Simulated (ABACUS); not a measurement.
Input of an ABACUS 3.10.1 run:

The input INPUT:

```
INPUT_PARAMETERS
suffix              BN
calculation         scf
basis_type          pw
pseudo_dir          ./
symmetry            1
dft_functional      pbe
ecutwfc             84
pseudo_rcut         10
nspin               1
nbands              12
ks_solver           dav
smearing_method     fd
smearing_sigma      0.00367493
scf_thr             1e-08
scf_nmax            100
mixing_type         broyden
mixing_beta         0.7
cal_force           1
cal_stress          1
kpar                4
```

STRU

```
ATOMIC_SPECIES
N 14.0070 N.upf
B 10.8100 B.upf

LATTICE_CONSTANT
1.8897261246

LATTICE_VECTORS
2.5539396017 0.0000000000 0.0000000000
-1.2769698009 2.2117765748 0.0000000000
0.0000000000 0.0000000000 4.2268550000

ATOMIC_POSITIONS
Direct

N
0.0
2
0.3333333333 0.6666666667 0.1252760000 1 1 1
0.6666666667 0.3333333333 0.6252760000 1 1 1

B
0.0
2
0.3333333333 0.6666666667 0.4997240000 1 1 1
0.6666666667 0.3333333333 0.9997240000 1 1 1
```

The input KPT:

```
K_POINTS
0
Gamma
12 12 6 0 0 0
```

Potentials or basis: PseudoDojo NC SR 0.4.1 PBE standard, plane waves.

Launch:

```console
$ OMP_NUM_THREADS=1 mpirun -np 4 abacus > log
```

(1) Predict the largest force.

(2) Estimate the pressure.

(3) Estimate the band gap on the k mesh.

Results:

(1) 0.015 eV/Å.

(2) -0.4 GPa.

(3) 5.27 eV, indirect (least direct gap 8.29 eV).

Caveat: there are fewer bands than atomic start orbitals, so a level may be missed at k points of high symmetry.
